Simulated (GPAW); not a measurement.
Ni, 1 atom in the cell. Symmetry: Fm-3m, No. 225, cubic system. Conventional cell: a = 3.475 Å, b = 3.475 Å, c = 3.475 Å, α = 90.00°, β = 90.00°, γ = 90.00°. Ni (site symmetry m-3m) has 12 Ni at 2.46 Å as nearest neighbours. 

| Item | Value |
| --- | --- |
| Program | GPAW 26.7.0 |
| Task | relaxation of cell and atoms |
| Functional | PBEsol |
| Dispersion | D3(BJ)+ATM |
| Potentials or basis | PAW data sets generated in the run's folder for this functional |
| Cutoff | 600 eV |
| Basis | pw |
| k mesh | 13 × 13 × 13 |
| Occupations | fermi-dirac, width 0.05 eV |
| Spin | collinear spin, ferromagnetic start |
| Starting moments | [1.0] μB |
| Maxiter | 150 |
| Optimizer | BFGS |
| Fmax | 0.02 eV/Å |
| Max steps | 60 |
| Convergence | density=1e-05 forces=0.0001 |

Potentials or basis: PAW data sets generated in the run's folder for this functional, pw.

The run is started by

```sh
$ gpaw-setup -f PBEsol Ni
$ OMP_NUM_THREADS=1 python run.py
```

Hardware: 1 thread of AMD EPYC 9R45 96-Core Processor (Zen 5), on a shared host.

Q: How long does it take, and how much memory?

A: Run time: 35 s on 1 thread of AMD EPYC 9R45 96-Core Processor (Zen 5) (shared host), peak memory 0.18 GiB. Counts: scf iterations 33, plane waves 365, bands 17, k points 84, ion steps 3.
